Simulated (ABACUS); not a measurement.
Runs of ABACUS 3.10.1 on C. The structure is cubic, space group Fd-3m (No. 227). The conventional cell has a = 3.567 Å, b = 3.567 Å, c = 3.567 Å, α = 90.00°, β = 90.00°, γ = 90.00°. C (site symmetry -43m) is surrounded by 4 C at 1.54 Å. This isn't the form of C at room conditions, which is graphite.

```csv
task,level,potentials or basis,cell,k mesh,cutoff (eV),optimiser,force threshold,max steps,cell moves,SCF threshold on the density,gap on the mesh (eV),pressure (GPa)
relaxation of cell and atoms,OLYP,"SPMS ONCV 1.0 PBE, plane waves",relaxed,10 × 10 × 10,1116,ASE FIRE,0.01 eV/Å,60,yes,1e-08,(c),0.0
single point,rPW86PBE,"SG15 ONCV 1.2 PBE, plane waves",as given,10 × 10 × 10,1116,-,-,-,-,1e-08,4.46,7.4
single point,PBE,"SG15 ONCV 1.2 PBE, TZDP LCAO (the cutoffs set its grid)",as given,12 × 12 × 12,1361,-,-,-,-,1e-07,4.21,(a)
single point,PBE,"Ansatz NC PBE, DZP LCAO (the cutoffs set its grid)",as given,12 × 12 × 12,1361,-,-,-,-,1e-07,4.18,(b)
single point,MS2,"SG15 ONCV 1.2 PBE, plane waves",as given,8 × 8 × 8,1293,-,-,-,-,1e-08,5.30,115.4
single point,revTPSS,"SG15 ONCV 1.2 PBE, plane waves",as given,8 × 8 × 8,1293,-,-,-,-,1e-08,4.12,-1.3
```

Alike in all rows: no spin polarisation; smearing fermi-dirac 0.05 eV.

**Question.** Estimate the missing entries.

**Answer.** (a) 1.6; (b) 5.5; (c) 4.42.

Caveats: the potentials were made for another functional, which shifts forces and pressure (some runs); the atomic orbitals were generated for these runs and aren't a published set (some runs); the basis of atomic orbitals isn't converged, which shifts pressures, moduli and gaps (some runs); a pressure of tens of GPa on the cell as given is suspect, and the run, the potentials or the cell itself is likely at fault (some runs).

A k mesh can miss the band edges.
